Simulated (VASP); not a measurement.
# InPd (Pm-3m) in VASP: further runs, part 2 of 2

VASP 6.6.1. The steps go on from the part before.

**4. Single point, r2SCAN**

INCAR

```
  PREC = Accurate
  ENCUT = 500
  EDIFF = 1E-6
  ISMEAR = 0
  SIGMA = 0.15
  LREAL = F
  LASPH = T
  NELM = 100
  ALGO = Normal
  ISIF = 2
  LWAVE = F
  LCHARG = F
  METAGGA = R2SCAN
  LMIXTAU = T
  ADDGRID = F
```

KPOINTS

```
regular mesh
0
Gamma
  3 3 3
```

POSCAR

```
InPd
1.0
    3.2718847800      0.0000000000      0.0000000000
    0.0000000000      3.2718847800      0.0000000000
    0.0000000000      0.0000000000      3.2718847800
In Pd
1 1
Direct
    0.0076950000     -0.0345290000      0.0307480000
    0.5133770000      0.5169540000      0.5028010000
```

Potentials or basis: VASP PAW PBE potentials, release 64 (In_d, Pd).

Launch:

```console
$ cat potpaw_PBE.64/In_d/POTCAR potpaw_PBE.64/Pd/POTCAR > POTCAR
$ mpirun -np 1 vasp_std > vasp.out
```

OUTCAR:

```text
PREC = Accurate
   ENCUT = 500
   EDIFF = 1E-6
   ISMEAR = 0
   LREAL = F
   LASPH = T
   NELM = 100
   ISIF = 2
   METAGGA = R2SCAN

 Found     14 irreducible k-points:

 Following reciprocal coordinates:
            Coordinates               Weight
  0.000000  0.000000  0.000000      1.000000
  0.333333  0.000000  0.000000      2.000000
  0.000000  0.333333  0.000000      2.000000
  0.000000  0.000000  0.333333      2.000000
[... 183 lines left out ...]

 [... further k-points ...]

------------------------ aborting loop because EDIFF is reached ----------------------------------------

  FORCE on cell =-STRESS in cart. coord.  units (eV):
  Direction    XX          YY          ZZ          XY          YZ          ZX
  --------------------------------------------------------------------------------------
  -------------------------------------------------------------------------------------
  Total        0.3521053      0.2074665      0.3038995      0.0685171     -0.3256241     -0.0402651
  in kB       16.1060519      9.4899637     13.9010166      3.1341178    -14.8947487     -1.8418103
  external PRESSURE =      13.1656774 kB  Pullay stress =       0.0000000 kB

 VOLUME and BASIS-vectors are now :
 -----------------------------------------------------------------------------
  energy-cutoff  :      500.00
  volume of cell :       35.03
      direct lattice vectors                 reciprocal lattice vectors
     3.271884780  0.000000000  0.000000000     0.305634234  0.000000000  0.000000000
     0.000000000  3.271884780  0.000000000     0.000000000  0.305634234  0.000000000
     0.000000000  0.000000000  3.271884780     0.000000000  0.000000000  0.305634234

 POSITION                                       TOTAL-FORCE (eV/Angst)
 -----------------------------------------------------------------------------------
      0.02518      3.15891      0.10060         0.094987      0.755407     -0.448132
      1.67971      1.69141      1.64511        -0.094987     -0.755407      0.448132
 -----------------------------------------------------------------------------------
    total drift:                                0.001161      0.002413     -0.000712

  FREE ENERGIE OF THE ION-ELECTRON SYSTEM (eV)
  ---------------------------------------------------
  free  energy   TOTEN  =       -46.3924365982 eV

  energy  without entropy=      -46.3567242843  energy(sigma->0) =      -46.37458044
```

Wall time 13 s (1 thread of Intel Xeon 6975P-C (Granite Rapids), shared host); peak memory 0.14 GiB.

These settings aren't checked as converged: the numbers below hold their error.

What came out:

```
Free energy            : -46.3924 eV
Pressure               : 1.3 GPa
Largest force          : 0.883 eV/Å
Band gap on the k mesh : none (metal or under the smearing width)
```

Caveat: the k mesh is coarse (spacing up to 0.64 Å⁻¹), so the values aren't converged; the PAW data sets were made with another functional, which shifts forces and pressure a little.

**5. Single point, r2SCAN**

INCAR: that of step 4 with these lines changed.

```diff
@@ -1,3 +1,3 @@
   PREC = Accurate
-  ENCUT = 500
+  ENCUT = 600
   EDIFF = 1E-6
```

KPOINTS is that of step 4.

POSCAR

```
InPd
1.0
    3.2718847800      0.0000000000      0.0000000000
    0.0000000000      3.2718847800      0.0000000000
    0.0000000000      0.0000000000      3.2718847800
In Pd
1 1
Direct
    0.0000000000      0.0000000000      0.0000000000
    0.5000000000      0.5000000000      0.5000000000
```

Potentials or basis: VASP PAW PBE potentials, release 64 (In_d, Pd).

Launch:

```console
$ cat potpaw_PBE.64/In_d/POTCAR potpaw_PBE.64/Pd/POTCAR > POTCAR
$ mpirun -np 1 vasp_std > vasp.out
```

OUTCAR:

```text
PREC = Accurate
   ENCUT = 600
   EDIFF = 1E-6
   ISMEAR = 0
   LREAL = F
   LASPH = T
   NELM = 100
   ISIF = 2
   METAGGA = R2SCAN

 Found      4 irreducible k-points:

 Following reciprocal coordinates:
            Coordinates               Weight
  0.000000  0.000000  0.000000      1.000000
  0.333333  0.000000  0.000000      6.000000
  0.333333  0.333333  0.000000     12.000000
  0.333333  0.333333  0.333333      8.000000
[... 144 lines left out ...]
     14      13.0949      0.00000
     15      17.5769      0.00000

------------------------ aborting loop because EDIFF is reached ----------------------------------------

  FORCE on cell =-STRESS in cart. coord.  units (eV):
  Direction    XX          YY          ZZ          XY          YZ          ZX
  --------------------------------------------------------------------------------------
  -------------------------------------------------------------------------------------
  Total       -0.1375509     -0.1375509     -0.1375509      0.0000000      0.0000000      0.0000000
  in kB       -6.2918734     -6.2918734     -6.2918734      0.0000000      0.0000000      0.0000000
  external PRESSURE =      -6.2918734 kB  Pullay stress =       0.0000000 kB

 VOLUME and BASIS-vectors are now :
 -----------------------------------------------------------------------------
  energy-cutoff  :      600.00
  volume of cell :       35.03
      direct lattice vectors                 reciprocal lattice vectors
     3.271884780  0.000000000  0.000000000     0.305634234  0.000000000  0.000000000
     0.000000000  3.271884780  0.000000000     0.000000000  0.305634234  0.000000000
     0.000000000  0.000000000  3.271884780     0.000000000  0.000000000  0.305634234

 POSITION                                       TOTAL-FORCE (eV/Angst)
 -----------------------------------------------------------------------------------
      0.00000      0.00000      0.00000         0.000000      0.000000      0.000000
      1.63594      1.63594      1.63594         0.000000      0.000000      0.000000
 -----------------------------------------------------------------------------------
    total drift:                               -0.000000      0.000000      0.000000

  FREE ENERGIE OF THE ION-ELECTRON SYSTEM (eV)
  ---------------------------------------------------
  free  energy   TOTEN  =       -46.4741969011 eV

  energy  without entropy=      -46.4384459479  energy(sigma->0) =      -46.45632142
```

It took 13 s on 1 thread of Intel Xeon 6975P-C (Granite Rapids), shared host; peak memory 0.16 GiB.

The run converged, but some of its settings lie outside the range that counts as converged, so its numbers aren't taken as properties of the crystal.

Results:

- Free energy: -46.4742 eV
- Pressure: -0.6 GPa
- Band gap on the k mesh: none (metal or under the smearing width)

Caveat: the k mesh is coarse (spacing up to 0.64 Å⁻¹), so the values aren't converged; the PAW data sets were made with another functional, which shifts forces and pressure a little.

**6. Single point, r2SCAN**

INCAR is that of step 5.

KPOINTS is that of step 5.

POSCAR

```
InPd
1.0
    3.2718847800      0.0000000000      0.0000000000
    0.0000000000      3.2718847800      0.0000000000
    0.0000000000      0.0000000000      3.2718847800
In Pd
1 1
Direct
    0.0076950000     -0.0345290000      0.0307480000
    0.5133770000      0.5169540000      0.5028010000
```

Potentials or basis: VASP PAW PBE potentials, release 64 (In_d, Pd).

Launch:

```console
$ cat potpaw_PBE.64/In_d/POTCAR potpaw_PBE.64/Pd/POTCAR > POTCAR
$ mpirun -np 1 vasp_std > vasp.out
```

Wall time 22 s (1 thread of Intel Xeon 6975P-C (Granite Rapids), shared host); peak memory 0.16 GiB.

These settings aren't checked as converged: the numbers below hold their error.

Results:

```
Free energy            : -46.3923 eV
Pressure               : 1.3 GPa
Largest force          : 0.881 eV/Å
Band gap on the k mesh : none (metal or under the smearing width)
```

Caveat: the k mesh is coarse (spacing up to 0.64 Å⁻¹), so the values aren't converged; the PAW data sets were made with another functional, which shifts forces and pressure a little.

**7. For comparison**

An earlier run on the cell as given: functional PBE; potentials or basis VASP PAW PBE potentials, release 64 (In_d, Pd); cutoff 520 eV; k mesh 8 × 8 × 8; occupations fermi-dirac, width 0.05 eV; no spin polarisation.

* Pressure: 3.7 GPa
* Band gap on the k mesh: none (metal or under the smearing width)
